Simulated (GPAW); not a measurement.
# 2H-WS2 monolayer in an electric field

Aim: the dipole that a field along the normal induces in 2H-WS2 monolayer.

Method: GPAW, PAW setups; layer in a repeated cell with vacuum, relaxation of atoms and in-plane cell, in the first sound run; inputs show where later runs differ, in GPAW 26.7.0.

### Step 1. Set-up

The cell holds 3 atoms: 2 S and 1 W. Its edges and angles: a = 3.180 Å, b = 3.180 Å, c = 17.476 Å, α = 90.0°, β = 90.0°, γ = 120.0°. Vacuum lies along c.

### Step 2. Relaxation

The atoms are relaxed first, since the surface dipole, and with it the work function, follows the positions of the outer layers.

The input, run.py:

```python
import json
import numpy as np
from ase import Atoms
from ase.filters import FrechetCellFilter
from ase.optimize import BFGS
from gpaw import GPAW, PW

slab = Atoms(
    ['S', 'W', 'S'],
    positions=[
        [-0.00000, 1.83597, 7.00000],
        [0.00000, 0.00000, 8.73781],
        [-0.00000, 1.83597, 10.47562]],
    cell=[[3.18, 0.0, 0.0], [-1.59, 2.75396, 0.0], [0.0, 0.0, 17.4756]],
    pbc=[True, True, True])

slab.calc = GPAW(mode=PW(600), xc='PBE', kpts={'size': (12, 12, 1), 'gamma': True},
                 occupations={'name': 'fermi-dirac', 'width': 0.05}, nbands='160%',
                 convergence={'density': 1e-05}, maxiter=200,
                 symmetry={'tolerance': 1e-3}, txt='slab.txt')
result = {}
# The in-plane cell is free; stress needs a cell that repeats along all three vectors
path = []
opt = BFGS(FrechetCellFilter(slab, mask=[1, 1, 0, 0, 0, 1]), maxstep=0.2)
opt.attach(lambda: path.append((slab.get_potential_energy(), slab.positions.tolist(), slab.get_forces().tolist())))
result['relaxed'] = bool(opt.run(fmax=0.02, steps=45))
result['path'] = path
result['cell'] = slab.cell.tolist()
print('in-plane lattice', slab.cell.cellpar().round(4)[[0, 1, 5]])
energy = slab.get_potential_energy()
fermi = slab.calc.get_fermi_level()
v = slab.calc.get_electrostatic_potential().mean((0, 1)) - fermi
n = slab.calc.get_pseudo_density().mean((0, 1))
L = slab.cell[2, 2]
z = np.arange(len(v)) * L / len(v)
low, high = slab.positions[:, 2].min(), slab.positions[:, 2].max()
below, above = np.interp([low - 4.8, high + 4.8], z, v)
slopes = [np.interp(x, z, np.gradient(v, z)) for x in (low - 4.8, high + 4.8)]
eps = np.array([[slab.calc.get_eigenvalues(k, s) for k in range(len(slab.calc.get_ibz_k_points()))]
                for s in range(slab.calc.get_number_of_spins())]) - fermi
top, bottom = eps[eps < 0].max(), eps[eps > 0].min()
dipole = slab.get_dipole_moment()[2]
print(f'energy {energy:.4f} eV, Fermi level {fermi:.4f} eV, dipole {dipole:.5f} e A')
print(f'potential 4.8 A off the faces, from the Fermi level: lower {below:.4f} eV, upper {above:.4f} eV')
print(f'slope of the potential there: lower {slopes[0]:.5f}, upper {slopes[1]:.5f} eV/A')
print(f'nearest levels on the mesh: {top:.4f} and {bottom:.4f} eV')
print('magnetic moment', round(slab.get_magnetic_moment(), 3))
result.update(energy=energy, fermi=fermi, dipole=dipole, below=below, above=above, slopes=slopes, edges=[top, bottom],
              z=z.tolist(), v=v.tolist(), n=n.tolist(), positions=slab.positions.tolist(),
              forces=slab.get_forces(apply_constraint=False).tolist(), moments=slab.get_magnetic_moments().tolist())
json.dump(result, open('result.json', 'w'))
```

The run is started by

```
> OMP_NUM_THREADS=1 OPENBLAS_NUM_THREADS=1 python run.py
```

What it wrote:

```text
Step          Energy          fmax
BFGS:    0      -21.812691        2.571880
BFGS:    1      -21.999147        2.036531
BFGS:    2      -22.221827        0.778637
BFGS:    3      -22.245970        0.347560
BFGS:    4      -22.251273        0.305124
BFGS:    5      -22.265211        0.014009
in-plane lattice [  3.1853   3.1853 120.    ]
energy -22.2652 eV, Fermi level 0.0266 eV, dipole 0.00022 e A
potential 4.8 A off the faces, from the Fermi level: lower 4.7987 eV, upper 4.7976 eV
slope of the potential there: lower 0.00016, upper 0.00032 eV/A
nearest levels on the mesh: -0.9235 and 0.8929 eV
magnetic moment 0.0
```

Wall time 3.2 min (1 thread of Arm Neoverse V2, shared host); peak memory 0.33 GiB.

Numbers from this step:

| Property | Result |
| --- | --- |
| dipole along the normal | 2.24e-4 e·Å |
| levels nearest the Fermi level on the mesh | -0.9235, 0.8929 eV from the Fermi level |

Table of electrostatic potential energy of an electron (without an applied field's), less the Fermi level, planar mean by z:

```tsv
z (Å)	electrostatic potential energy of an electron (without an applied field's), less the Fermi level, planar mean (eV)
0.0	4.80
0.5	4.80
1.0	4.80
1.5	4.80
2.0	4.80
2.5	4.80
3.0	4.80
3.5	4.80
4.0	4.80
4.5	4.79
5.0	4.74
5.5	4.53
6.0	3.50
6.5	-1.35
7.0	-16.5
7.5	-12.3
8.0	-8.21
8.5	-21.0
9.0	-20.4
9.5	-7.89
10.0	-13.0
10.5	-15.7
11.0	-0.897
11.5	3.60
12.0	4.55
12.5	4.74
13.0	4.79
13.5	4.79
14.0	4.80
14.5	4.80
15.0	4.80
15.5	4.80
16.0	4.80
16.5	4.80
17.0	4.80
```

Table of pseudo valence density, planar mean by z:

z (Å), pseudo valence density, planar mean (e/Å³) and a bar from the least value:
```
     0.00       0.00 
     0.52       0.00 
     0.87       0.00 
     1.40       0.00 
     1.92       0.00 
     2.27       0.00 
     2.80       0.00 
     3.32       0.00 
     3.67       0.00 
     4.19       0.00 
     4.72       0.00 
     5.07       0.00 
     5.59       0.02 
     6.12       0.10 ##
     6.47       0.25 ######
     6.99       0.40 #########
     7.51       0.52 ############
     7.86       0.50 ###########
     8.39       0.96 ######################
     8.91       1.33 ##############################
     9.44       0.53 ############
     9.79       0.52 ############
    10.31       0.40 #########
    10.83       0.35 ########
    11.18       0.17 ####
    11.71       0.03 #
    12.23       0.01 
    12.58       0.00 
    13.11       0.00 
    13.63       0.00 
    13.98       0.00 
    14.50       0.00 
    15.03       0.00 
    15.38       0.00 
    15.90       0.00 
    16.43       0.00 
    16.78       0.00 
    17.30       0.00
```

The relaxation lowered the energy of the cell by 0.453 eV (energies extrapolated to zero smearing; the optimiser's log prints free energies). The largest force left on a free atom is 0.011 eV/Å.

### Step 3. Plane waves, PBE

The work function is the vacuum plateau of the electrostatic potential less the Fermi level; a dipole layer lets the two faces have plateaus of their own.

This step: GPAW, PAW setups; slab in vacuum (GPAW 26.7.0).

The cell differs from the one that the last finished run ended in (c 17.476 → 17.144 Å).

run.py, as its differences from that of step 2:

```diff
@@ -3,4 +3,2 @@
 from ase import Atoms
-from ase.filters import FrechetCellFilter
-from ase.optimize import BFGS
 from gpaw import GPAW, PW
@@ -10,21 +8,14 @@
     positions=[
-        [-0.00000, 1.83597, 7.00000],
-        [0.00000, 0.00000, 8.73781],
-        [-0.00000, 1.83597, 10.47562]],
-    cell=[[3.18, 0.0, 0.0], [-1.59, 2.75396, 0.0], [0.0, 0.0, 17.4756]],
-    pbc=[True, True, True])
+        [-0.00000, 1.83906, 7.00000],
+        [-0.00000, 0.00000, 8.57214],
+        [-0.00000, 1.83906, 10.14428]],
+    cell=[[3.18534, 0.0, 0.0], [-1.59267, 2.75859, 0.0], [0.0, 0.0, 17.1443]],
+    pbc=[True, True, False])
 
-slab.calc = GPAW(mode=PW(600), xc='PBE', kpts={'size': (12, 12, 1), 'gamma': True},
+slab.calc = GPAW(mode=PW(400), xc='PBE', kpts={'size': (12, 12, 1), 'gamma': True},
                  occupations={'name': 'fermi-dirac', 'width': 0.05}, nbands='160%',
                  convergence={'density': 1e-05}, maxiter=200,
+                 poissonsolver={'dipolelayer': 'xy'},
                  symmetry={'tolerance': 1e-3}, txt='slab.txt')
 result = {}
-# The in-plane cell is free; stress needs a cell that repeats along all three vectors
-path = []
-opt = BFGS(FrechetCellFilter(slab, mask=[1, 1, 0, 0, 0, 1]), maxstep=0.2)
-opt.attach(lambda: path.append((slab.get_potential_energy(), slab.positions.tolist(), slab.get_forces().tolist())))
-result['relaxed'] = bool(opt.run(fmax=0.02, steps=45))
-result['path'] = path
-result['cell'] = slab.cell.tolist()
-print('in-plane lattice', slab.cell.cellpar().round(4)[[0, 1, 5]])
 energy = slab.get_potential_energy()
```

What it wrote:

```text
energy -22.2302 eV, Fermi level 0.1180 eV, dipole -0.00019 e A
potential 4.8 A off the faces, from the Fermi level: lower 4.7985 eV, upper 4.8026 eV
slope of the potential there: lower -0.00010, upper 0.00010 eV/A
nearest levels on the mesh: -0.9228 and 0.8938 eV
magnetic moment 0.0
```

Run time: 17 s. Hardware: 1 thread; peak memory 0.17 GiB.

This step gave:

```
dipole along the normal                    : -1.89e-4 e·Å
levels nearest the Fermi level on the mesh : -0.9228, 0.8938 eV from the Fermi level
upper work function                        : 4.803 eV
lower work function                        : 4.798 eV
upper ionisation energy                    : 5.725 eV
```

Table of electrostatic potential energy of an electron (without an applied field's), less the Fermi level, planar mean by z:

z (Å), electrostatic potential energy of an electron (without an applied field's), less the Fermi level, planar mean (eV) and a bar from the least value:
```
      0.0        4.8 ##############################
      0.5        4.8 ##############################
      1.0        4.8 ##############################
      1.5        4.8 ##############################
      2.0        4.8 ##############################
      2.5        4.8 ##############################
      3.0        4.8 ##############################
      3.5        4.8 ##############################
      4.0        4.8 ##############################
      4.5        4.8 ##############################
      5.0        4.7 ##############################
      5.5        4.3 ##############################
      6.0        2.6 ############################
      6.5       -5.2 ####################
      7.0      -19.3 #####
      7.5       -8.5 ################
      8.0      -11.4 #############
      8.5      -23.9 
      9.0      -15.4 #########
      9.5       -7.2 #################
     10.0      -17.7 #######
     10.5       -9.7 ###############
     11.0        1.3 ##########################
     11.5        4.1 #############################
     12.0        4.7 ##############################
     12.5        4.8 ##############################
     13.0        4.8 ##############################
     13.5        4.8 ##############################
     14.0        4.8 ##############################
     14.5        4.8 ##############################
     15.0        4.8 ##############################
     15.5        4.8 ##############################
     16.0        4.8 ##############################
     16.5        4.8 ##############################
     17.0        4.8 ##############################
```

Pseudo valence density, planar mean against z:

```tsv
z (Å)	pseudo valence density, planar mean (e/Å³)
0.00	0
0.43	0
0.86	0
1.29	0
1.93	0
2.36	2.0e-6
2.79	6.5e-6
3.21	2.2e-5
3.64	7.8e-5
4.07	2.8e-4
4.50	0.00105
4.93	0.00398
5.57	0.0312
6.00	0.117
6.43	0.324
6.86	0.397
7.29	0.510
7.71	0.505
8.14	0.805
8.79	1.25
9.22	0.561
9.64	0.518
10.07	0.421
10.50	0.409
10.93	0.209
11.36	0.0615
12.00	0.00788
12.43	0.00203
12.86	5.4e-4
13.29	1.5e-4
13.72	4.1e-5
14.14	1.2e-5
14.57	3.4e-6
15.00	0
15.64	0
16.07	0
16.50	0
16.93	0
```

The layer is gapped, so the Fermi level lies somewhere inside the gap, set by smearing and numerics, and these work functions are no property of the material; the band edges below the vacuum level are. The potential is flat to 1.0e-4 eV/Å where it is read, so the vacuum is wide enough.

### Step 4. Field on

A uniform field along the normal polarises the slab; the atoms stay fixed, so this is the electronic response alone.

run.py, as its differences from that of step 3:

```diff
@@ -4,2 +4,3 @@
 from gpaw import GPAW, PW
+from gpaw.external import ConstantElectricField
 
@@ -18,2 +19,3 @@
                  poissonsolver={'dipolelayer': 'xy'},
+                 external=ConstantElectricField(-0.2, [0, 0, 1]),
                  symmetry={'tolerance': 1e-3}, txt='slab.txt')
```

What it wrote:

```text
energy -22.2352 eV, Fermi level 0.1157 eV, dipole -0.04948 e A
potential 4.8 A off the faces, from the Fermi level: lower 4.2943 eV, upper 5.3131 eV
slope of the potential there: lower -0.00008, upper 0.00015 eV/A
nearest levels on the mesh: -0.9220 and 0.8946 eV
magnetic moment 0.0
```

The job ended after 71 s (1 thread; peak memory 0.28 GiB).

Numbers from this step:

| Item | Value |
| --- | --- |
| dipole along the normal | -0.04948 e·Å |
| levels nearest the Fermi level on the mesh | -0.9220, 0.8946 eV from the Fermi level |
| potential below the slab, the applied field's own ramp left out | 4.294 eV from the Fermi level |
| potential above the slab, the applied field's own ramp left out | 5.313 eV from the Fermi level |

Electrostatic potential energy of an electron (without an applied field's), less the Fermi level, planar mean against z:

z (Å), electrostatic potential energy of an electron (without an applied field's), less the Fermi level, planar mean (eV) and a bar from the least value:
```
        0        4.8 #############################
        1        4.3 #############################
        2        4.3 #############################
        3        4.3 #############################
        4        4.3 #############################
        5        4.2 #############################
        6        2.2 ##########################
        7      -19.6 
        8      -11.5 ##########
        9      -15.4 #####
       10      -17.4 ###
       11        1.8 ##########################
       12        5.2 ##############################
       13        5.3 ##############################
       14        5.3 ##############################
       15        5.3 ##############################
       16        5.3 ##############################
       17        5.0 ##############################
```

The dipole is now -0.0495 e Å, against -1.9e-4 in the run without a field.

### Step 5. In a field

run.py, as its differences from that of step 4:

```diff
@@ -19,3 +19,3 @@
                  poissonsolver={'dipolelayer': 'xy'},
-                 external=ConstantElectricField(-0.2, [0, 0, 1]),
+                 external=ConstantElectricField(-0.1, [0, 0, 1]),
                  symmetry={'tolerance': 1e-3}, txt='slab.txt')
```

What it wrote:

```text
energy -22.2315 eV, Fermi level 0.1172 eV, dipole -0.02473 e A
potential 4.8 A off the faces, from the Fermi level: lower 4.5470 eV, upper 5.0563 eV
slope of the potential there: lower -0.00009, upper 0.00012 eV/A
nearest levels on the mesh: -0.9223 and 0.8943 eV
magnetic moment 0.0
```

The job ended after 71 s (1 thread; peak memory 0.28 GiB).

Numbers from this step:

| Item | Value |
| --- | --- |
| dipole along the normal | -0.02473 e·Å |
| levels nearest the Fermi level on the mesh | -0.9223, 0.8943 eV from the Fermi level |
| potential below the slab, the applied field's own ramp left out | 4.547 eV from the Fermi level |
| potential above the slab, the applied field's own ramp left out | 5.056 eV from the Fermi level |

The electrostatic potential energy of an electron (without an applied field's), less the Fermi level, planar mean by z:

```tsv
z (Å)	electrostatic potential energy of an electron (without an applied field's), less the Fermi level, planar mean (eV)
0	4.80
1	4.55
2	4.55
3	4.55
4	4.54
5	4.46
6	2.40
7	-19.5
8	-11.5
9	-15.4
10	-17.5
11	1.56
12	4.90
13	5.05
14	5.06
15	5.06
16	5.06
17	4.91
```

The dipole is now -0.0247 e Å, against -1.9e-4 in the run without a field.

### Step 6. Field on

run.py, as its differences from that of step 5:

```diff
@@ -19,3 +19,3 @@
                  poissonsolver={'dipolelayer': 'xy'},
-                 external=ConstantElectricField(-0.1, [0, 0, 1]),
+                 external=ConstantElectricField(-0.05, [0, 0, 1]),
                  symmetry={'tolerance': 1e-3}, txt='slab.txt')
```

What it wrote:

```text
energy -22.2305 eV, Fermi level 0.1149 eV, dipole -0.01237 e A
potential 4.8 A off the faces, from the Fermi level: lower 4.6764 eV, upper 4.9311 eV
slope of the potential there: lower -0.00010, upper 0.00011 eV/A
nearest levels on the mesh: -0.9197 and 0.8969 eV
magnetic moment 0.0
```

Elapsed: 68 s, on 1 thread; peak memory 0.28 GiB.

### Step 7. In a field

run.py, as its differences from that of step 6:

```diff
@@ -19,3 +19,3 @@
                  poissonsolver={'dipolelayer': 'xy'},
-                 external=ConstantElectricField(-0.05, [0, 0, 1]),
+                 external=ConstantElectricField(0.05, [0, 0, 1]),
                  symmetry={'tolerance': 1e-3}, txt='slab.txt')
```

What it wrote:

```text
energy -22.2305 eV, Fermi level 0.1149 eV, dipole 0.01237 e A
potential 4.8 A off the faces, from the Fermi level: lower 4.9311 eV, upper 4.6764 eV
slope of the potential there: lower -0.00011, upper 0.00010 eV/A
nearest levels on the mesh: -0.9197 and 0.8969 eV
magnetic moment 0.0
```

It took 68 s on 1 thread; peak memory 0.28 GiB.

### Step 8. Field on

run.py, as its differences from that of step 7:

```diff
@@ -19,3 +19,3 @@
                  poissonsolver={'dipolelayer': 'xy'},
-                 external=ConstantElectricField(0.05, [0, 0, 1]),
+                 external=ConstantElectricField(0.1, [0, 0, 1]),
                  symmetry={'tolerance': 1e-3}, txt='slab.txt')
```

What it wrote:

```text
energy -22.2315 eV, Fermi level 0.1172 eV, dipole 0.02473 e A
potential 4.8 A off the faces, from the Fermi level: lower 5.0563 eV, upper 4.5470 eV
slope of the potential there: lower -0.00012, upper 0.00009 eV/A
nearest levels on the mesh: -0.9223 and 0.8943 eV
magnetic moment 0.0
```

The job ended after 72 s (1 thread; peak memory 0.28 GiB).

Table of electrostatic potential energy of an electron (without an applied field's), less the Fermi level, planar mean by z:

```tsv
z (Å)	electrostatic potential energy of an electron (without an applied field's), less the Fermi level, planar mean (eV)
0.0	4.80
0.5	5.06
1.0	5.06
1.5	5.06
2.0	5.06
2.5	5.06
3.0	5.06
3.5	5.06
4.0	5.05
4.5	5.03
5.0	4.96
5.5	4.59
6.0	2.85
6.5	-4.96
7.0	-19.2
7.5	-8.37
8.0	-11.4
8.5	-23.9
9.0	-15.5
9.5	-7.32
10.0	-17.8
10.5	-9.86
11.0	1.13
11.5	3.85
12.0	4.41
12.5	4.52
13.0	4.54
13.5	4.55
14.0	4.55
14.5	4.55
15.0	4.55
15.5	4.55
16.0	4.55
16.5	4.55
17.0	4.70
```

The dipole is now 0.0247 e Å, against -1.9e-4 in the run without a field.

(Part 1 of 2 ends here.)

[Logs are printed without paths, hosts, clocks, repeated set-up lines and the standing remarks that a program may print on its own settings, such as how far it seeks lower states.]

[Hosts, paths, dates, database ids (printed as entryN), source tags and the programs' standing remarks are cut or masked in the printed files.]
